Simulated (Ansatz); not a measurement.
# ZnSe: ab initio molecular dynamics

Aim: for ZnSe, run short molecular dynamics at set temperatures.

Program: Ansatz 0.2.0. Level of theory: DFT PBEsol, scalar-relativistic, plane waves, PAW. These are calculated values, not measurements.

**1. The starting structure**

The structure is cubic, space group F-43m (No. 216). Conventional cell: a = 5.668 Å, b = 5.668 Å, c = 5.668 Å, α = 90.00°, β = 90.00°, γ = 90.00°. Zn (site symmetry -43m) is surrounded by 4 Se at 2.45 Å. Se (site symmetry -43m) is surrounded by 4 Zn at 2.45 Å.

Coordinates:

```xyz
16
Lattice="-5.6676 -5.6676 0.0000 0.0000 -5.6676 5.6676 -5.6676 0.0000 5.6676" Properties=species:S:1:pos:R:3 pbc="T T T"
Zn   -2.8338   -2.8338    0.0000
Zn    0.0000    0.0000    0.0000
Zn   -2.8338   -5.6676    2.8338
Zn    0.0000   -2.8338    2.8338
Zn   -5.6676   -2.8338    2.8338
Zn   -2.8338    0.0000    2.8338
Zn   -5.6676   -5.6676    5.6676
Zn   -2.8338   -2.8338    5.6676
Se   -4.2507   -4.2507    4.2507
Se   -7.0845   -7.0845    4.2507
Se   -4.2507   -7.0845    7.0845
Se   -7.0845   -9.9183    7.0845
Se   -7.0845   -4.2507    7.0845
Se   -9.9183   -7.0845    7.0845
Se   -7.0845   -7.0845    9.9183
Se   -9.9183   -9.9183    9.9183
```

The cell is taken as given, not relaxed at this level.

**2. The perfect supercell on the trajectory's mesh**

File input.yaml:

```yaml
crystal:
  lattice:
    - [-5.6676, -5.6676, 0.0]
    - [0.0, -5.6676, 5.6676]
    - [-5.6676, 0.0, 5.6676]
  atoms:
    - { symbol: Zn, position: [0.5, 0.0, 0.0] }
    - { symbol: Zn, position: [0.0, 0.0, 0.0] }
    - { symbol: Zn, position: [0.5, 0.5, 0.0] }
    - { symbol: Zn, position: [0.0, 0.5, 0.0] }
    - { symbol: Zn, position: [0.5, 0.0, 0.5] }
    - { symbol: Zn, position: [0.0, 0.0, 0.5] }
    - { symbol: Zn, position: [0.5, 0.5, 0.5] }
    - { symbol: Zn, position: [0.0, 0.5, 0.5] }
    - { symbol: Se, position: [0.375, 0.375, 0.375] }
    - { symbol: Se, position: [0.875, 0.375, 0.375] }
    - { symbol: Se, position: [0.375, 0.875, 0.375] }
    - { symbol: Se, position: [0.875, 0.875, 0.375] }
    - { symbol: Se, position: [0.375, 0.375, 0.875] }
    - { symbol: Se, position: [0.875, 0.375, 0.875] }
    - { symbol: Se, position: [0.375, 0.875, 0.875] }
    - { symbol: Se, position: [0.875, 0.875, 0.875] }
  symmetry: { detect: false }
basis:
  ecutwfc: 420
kpoints:
  mp_grid: { grid: [2, 2, 2], shift: [0.5, 0.5, 0.5] }
hamiltonian:
  xc: pbesol
scf:
  occupations: { method: gaussian, width: 0.1 }
output:
  forces: true
  stress: true
  eigenvalues: true
```

Command:

```sh
ansatz run input.yaml --threads 4 --pin off --max-ram 5120MiB --backend cpu --events-out ev --progress --plain --runs-dir out
```

The program printed (excerpt; [...] marks lines left out):

```text
Warning: RAYON_NUM_THREADS=4 ignored (pool sized by the plan → 4); use --threads N
[...]
Pseudopotentials: kind: paw
Pseudopotential: Zn, paw, valence charge 12, recommended cutoff 420 eV (normal), Zn.paw.azcp
Pseudopotential: Se, paw, valence charge 16, recommended cutoff 420 eV (normal), Se.paw.azcp
Functional definition: PBEsol
[...]
Crystal: 16 atoms, lattice volume = 364.106 Å³
Basis set: ecut = 420 eV, 7119 PW (Γ), exchange–correlation on 108×108×108 points (8 copies of the dense FFT grid, shifted against one another)
Bands: 135, of which v1, the nominal top of the filled ones, is band 112 counted from 1 (111 counted from 0)
Symmetry: 1 space group operations
k-points: 4 of 8 (time reversal used)
[...]
SCF iter   1: F=—  HF=-69651.635544 eV  |F-HF|=—  |Δ(HF+E_count)|=         —  Δρ=4.01e-3  dr2=5.69e-2  ethr=1.77e-3  ⟨swp⟩=5.5  Hψ=2076  notcnv=0  defer=5
[...]
SCF iter   8: F=-69651.615297 eV  HF=-69651.615297 eV  |F-HF|=3.44e-8  |Δ(HF+E_count)|=   5.01e-8  Δρ=3.51e-6  dr2=4.41e-8  ethr=4.46e-11  ⟨swp⟩=9.0  Hψ=2363  notcnv=0
[...]
SCF converged after 8 iterations
Free energy (F): -69651.615297 eV
[...]
E sigma→0 (E₀):  -69651.615297 eV
Fermi energy:    7.662190 eV
[...]
--- Forces (eV/Å), atoms counted from 1 ---
  atom   1  Zn     0.01597082     0.01597098    -0.01597181
  atom   2  Zn     0.01596963     0.01595738    -0.01597165
  atom   3  Zn     0.01596923     0.01595898    -0.01596711
  atom   4  Zn     0.01597369     0.01596657    -0.01597260
  atom   5  Zn     0.01596473     0.01597464    -0.01596036
  atom   6  Zn     0.01596071     0.01596762    -0.01596673
  atom   7  Zn     0.01596955     0.01596926    -0.01596320
  atom   8  Zn     0.01595847     0.01597052    -0.01596262
[...]
--- Stress (GPa, compression-positive) ---
       -1.128809      -0.378654       0.378654
       -0.378654      -1.128809       0.378654
        0.378654       0.378654      -1.128809
  P = ⅓ Tr σ = -1.1288 GPa (-11.288 kbar)
--- Band table (eV) ---
[...]
```

Wall time 11 s (4 threads of Arm Neoverse N1, shared host); peak memory 1.2 GiB.

**3. Dynamics at 200 K**

18 steps of 6 fs with a Langevin thermostat, velocities drawn for 200 K, at 1.00 times the reference volume.

Changes to input.yaml since step 2:

```diff
@@ -22,3 +22,2 @@
     - { symbol: Se, position: [0.875, 0.875, 0.875] }
-  symmetry: { detect: false }
 basis:
@@ -30,3 +29,5 @@
 scf:
-  occupations: { method: gaussian, width: 0.1 }
+  occupations: { method: fermi_dirac, width: 0.02 }
+  lower_state_search: "off"
+  convergence: { dr2_threshold: 1.0e-07 }
 output:
@@ -34,2 +35,9 @@
   stress: true
-  eigenvalues: true
+md:
+  timestep: 6.0
+  n_steps: 18
+  ensemble: nvt_langevin
+  temperature: 200.0
+  initial_velocities: maxwell_boltzmann
+  seed: 40365
+  friction: 0.05
```

Command:

```sh
ansatz run input.yaml --threads 4 --pin off --max-ram 5120MiB --backend cpu --events-out ev --progress --plain --runs-dir out
```

The program printed (excerpt; [...] marks lines left out):

```text
Warning: md: disabling space-group detection — thermal motion breaks the input geometry's symmetry, so no spatial operation reduces the k-mesh or symmetrises the density; time reversal is kept, so that k and −k are solved as one point where they differ and the mesh holds both, and exact [...]
Warning: output.stress: scf.convergence.dr2_threshold = 1e-7 eV (the SCF's general default) is looser than the 1.6e-9 eV advised for a printed stress (1e-10 eV for each atom of the cell: 16). What an SCF threshold leaves in a stress goes as its square root, and in the free energy as the [...]
Warning: RAYON_NUM_THREADS=4 ignored (pool sized by the plan → 4); use --threads N
[...]
[... 4 set-up lines as earlier in the session ...]
[...]
Crystal: 16 atoms, lattice volume = 364.106 Å³
Basis set: ecut = 420 eV, 7119 PW (Γ), exchange–correlation on 108×108×108 points (8 copies of the dense FFT grid, shifted against one another)
[...]
md step    17: t =   102.00 fs  T =   254.4 K  F+E_penalty+E_count = -69651.09804121 eV  E_kin = 0.526194 eV  P_inst = -0.4180 GPa  (8 SCF iters)
[...]
md step    18: t =   108.00 fs  T =   208.5 K  F+E_penalty+E_count = -69651.13078740 eV  E_kin = 0.431271 eV  P_inst = -0.5208 GPa  (8 SCF iters)
SCF converged after 8 iterations
Free energy (F): -69651.130787 eV
[...]
E sigma→0 (E₀):  -69651.130787 eV
Fermi energy:    7.673994 eV
[...]
--- Forces (eV/Å), atoms counted from 1 ---
  atom   1  Zn     0.39988466    -0.04343884     0.48752151
  atom   2  Zn    -0.22837467     0.40166049    -0.08848927
  atom   3  Zn     0.18890598     0.51674099     0.53985865
  atom   4  Zn     0.02724797     0.08641491    -0.08201802
  atom   5  Zn     0.49927400    -0.26530837     0.17502805
  atom   6  Zn    -1.01848785    -0.23086554     0.20275043
  atom   7  Zn    -0.10420734     0.55612942    -0.74018407
  atom   8  Zn    -0.53224010    -0.50149628     0.56124144
[...]
--- Stress (GPa, compression-positive) ---
       -0.706772       0.073739       0.466065
        0.073739      -0.588393       0.024911
        0.466065       0.024911      -0.646685
  P = ⅓ Tr σ = -0.6473 GPa (-6.473 kbar)
--- MD trajectory: 18 steps, t = 0.0 → 108.0 fs ---
  final state: T = 208.5 K   F+E_penalty+E_count = -69651.13078740 eV   E_kin = 0.431271 eV
```

Run time: 3.7 min. Hardware: 4 threads of Arm Neoverse N1, shared host; peak memory 1.3 GiB.

**4. Along the run**

Step by step (energy changes from step 0; pressure with its kinetic part):

```tsv
time (fs)	T (K)	potential (meV/atom)	pressure (GPa)
0.0	188	0.0	-1.0
6.0	239	0.8	-1.0
12.0	217	2.9	-0.9
18.0	164	5.6	-0.9
24.0	200	8.3	-0.9
30.0	197	10.8	-0.8
36.0	186	12.6	-0.8
42.0	252	14.8	-0.7
48.0	224	18.5	-0.7
54.0	207	22.9	-0.6
60.0	183	26.4	-0.5
66.0	192	29.3	-0.5
72.0	236	32.1	-0.4
78.0	258	33.0	-0.4
84.0	214	33.0	-0.4
90.0	190	33.8	-0.4
96.0	188	33.7	-0.4
102.0	254	32.3	-0.4
108.0	208	30.3	-0.5
```

Positions and forces at chosen times:

```xyz
16
Lattice="-5.668 -5.668 0.000 0.000 -5.668 5.668 -5.668 0.000 5.668" Properties=species:S:1:pos:R:3:forces:R:3 pbc="T T T" time_fs=72.0 T_K=236
Zn   -2.844   -2.785   -0.019   -0.261   -0.095    0.333
Zn    0.065   -0.058   -0.050   -0.008    0.129    0.477
Zn   -2.786   -5.612    2.679   -0.258    0.159    0.650
Zn   -0.038   -2.860    2.835    0.324    0.184    0.179
Zn   -5.782   -2.816    2.908    0.622    0.232   -0.008
Zn   -2.755    0.097    2.758   -1.172   -0.924    0.815
Zn   -5.742   -5.798    5.689    0.250    0.632   -0.581
Zn   -2.821   -2.860    5.632    0.055   -0.121    0.409
Se   -4.279   -4.164    4.281   -0.036   -0.936   -0.378
Se   -7.127   -7.128    4.231   -0.040    0.241   -0.191
Se   -4.320   -7.050    7.058    0.502   -0.417    0.741
Se   -7.070   -9.934    7.202    0.685    0.527   -1.598
Se   -7.004   -4.202    7.020   -0.543   -0.141   -0.075
Se   -9.876   -7.148    7.117   -0.168    0.303   -0.149
Se   -7.127   -7.061    9.973   -0.067    0.533   -0.436
Se   -9.926   -9.881    9.947    0.114   -0.307   -0.187
16
Lattice="-5.668 -5.668 0.000 0.000 -5.668 5.668 -5.668 0.000 5.668" Properties=species:S:1:pos:R:3:forces:R:3 pbc="T T T" time_fs=108.0 T_K=208
Zn   -2.904   -2.781   -0.004    0.400   -0.043    0.488
Zn    0.073   -0.102    0.007   -0.228    0.402   -0.088
Zn   -2.813   -5.657    2.741    0.189    0.517    0.540
Zn   -0.006   -2.844    2.890    0.027    0.086   -0.082
Zn   -5.718   -2.805    2.903    0.499   -0.265    0.175
Zn   -2.737    0.124    2.774   -1.018   -0.231    0.203
Zn   -5.704   -5.792    5.740   -0.104    0.556   -0.740
Zn   -2.757   -2.774    5.607   -0.532   -0.501    0.561
Se   -4.236   -4.255    4.295   -0.083   -0.192   -0.051
Se   -7.188   -7.081    4.146    0.691    0.317    0.438
Se   -4.322   -7.101    7.100    0.583    0.071    0.572
Se   -7.017   -9.897    7.142    0.103    0.243   -1.077
Se   -6.996   -4.207    7.074   -0.622   -0.174   -0.142
Se   -9.919   -7.077    7.179    0.176   -0.441   -0.597
Se   -7.127   -7.119    9.941    0.114    0.650    0.064
Se   -9.907   -9.826    9.968   -0.193   -0.993   -0.263
```

Pair distribution functions g(r) over the second half, up to half the cell's height:

```tsv
r (Å)	Se-Zn
2.15	0.0
2.25	0.7
2.35	5.1
2.45	12.0
2.55	5.2
2.65	1.0
2.75	0.0
2.85	0.0
2.95	0.0
3.05	0.0
3.15	0.0
```

**5. Results**

```
                                                quantity                value
               mean temperature, second half (200 K run)   213 K, spread 26 K
                  mean pressure, second half (200 K run)             -0.4 GPa
mean potential energy above the perfect cell (200 K run)          31 meV/atom
       mean square move, first to last frame (200 K run)  Se 0.01, Zn 0.01 Å²
```

Over the second half of the 200 K run the temperature averages 213 K, with a standard deviation of 26 K. Among the stored frames no atom gets farther than 0.2 Å from its first place (drift of the whole removed), against a shortest distance of 2.45 Å, so within this short run the atoms stay near their sites. The time step is on the long side for these atoms. A harmonic crystal at 213 K would hold 26 meV/atom of potential energy; the run holds 31. The trajectories are far too short for converged averages.
